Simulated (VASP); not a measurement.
Here is a VASP 6.6.1 calculation.

Contents of INCAR:

```
SYSTEM = Ta2C
PREC = Accurate
ENCUT = 520
EDIFF = 1E-7
ISMEAR = 0
SIGMA = 0.1
LREAL = .False.
LASPH = .True.
NELM = 100
ALGO = Fast
ISIF = 2
LWAVE = .False.
LCHARG = .False.
GGA = PS
NBANDS = 20
```

The input KPOINTS:

```
Automatic mesh
0
Gamma
  6 6 4
  0 0 0
```

Contents of POSCAR:

```
Ta2C
1.0
    3.1059007354      0.0000000000      0.0000000000
   -1.5529503677      2.6897889385      0.0000000000
    0.0000000000      0.0000000000      4.9464000000
Ta C
2 1
Direct
    0.3333333333      0.6666666667      0.2520100000
    0.6666666667      0.3333333333      0.7479900000
    0.0000000000      0.0000000000      0.0000000000
```

Potentials or basis: VASP PAW PBE potentials, release 64 (Ta_pv, C).

The run is started by

```console
$ cat potpaw_PBE.64/Ta_pv/POTCAR potpaw_PBE.64/C/POTCAR > POTCAR
$ mpirun -np 1 vasp_std > vasp.out
```

**Question.** What does it give for the pressure?

**Answer.** -2.8 GPa.

**Question.** Estimate the largest force.

**Answer.** 0.312 eV/Å.

**Question.** Estimate the band gap on the k mesh.

**Answer.** None (metal or under the smearing width).

Stress tensor (GPa, compression positive):
```
-2.65  0.00  0.00
 0.00 -2.65  0.00
 0.00  0.00 -3.06
```

Caveat: the k mesh is coarse (spacing up to 0.39 Å⁻¹), so the values aren't converged; the PAW data sets were made with another functional, which shifts forces and pressure a little. The run has no spin-orbit coupling, so splittings on Ta are missing.
